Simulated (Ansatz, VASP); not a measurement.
One calculation of InP, two programs

```xyz
2
Lattice="0.0000 2.9305 2.9305 2.9305 0.0000 2.9305 2.9305 2.9305 0.0000" Properties=species:S:1:pos:R:3 pbc="T T T"
In    0.0000    0.0000    0.0000
P     4.3957    4.3957    4.3957
```

Alike in both runs: task single point; functional r2SCAN; k mesh 8 × 8 × 8; occupations gaussian, width 0.05 eV; no spin polarisation.

|  | VASP | Ansatz |
| --- | --- | --- |
| version | VASP 6.6.1 | Ansatz 0.2.0 |
| potentials or method | VASP PAW PBE potentials, release 64 (In_d, P) | scalar-relativistic, plane waves, PAW |
| plane-wave cutoff (eV) | 520 | 500 |
| valence electrons in the cell | 18 | 18 |

VASP gave:

| Property | Result |
| --- | --- |
| gap on the k mesh at the Fermi level (eV) | 1.17 |
| least direct gap on the mesh (eV) | 1.17 |
| pressure (GPa) | 1.6 |

**Question.** What did Ansatz give for the same quantities?

**Answer.** gap on the k mesh at the Fermi level (eV): 1.16; least direct gap on the mesh (eV): 1.16; pressure (GPa): 1.7.

The functional is the same, so the differences come from potentials, cutoffs and numerics.

Caveats: the PAW data sets were made with another functional, which shifts forces and pressure a little (VASP); spin-orbit coupling is left out, which moves the levels of the heavy elements. r2SCAN opens gaps a little over a GGA but as a rule still falls short of measured ones.
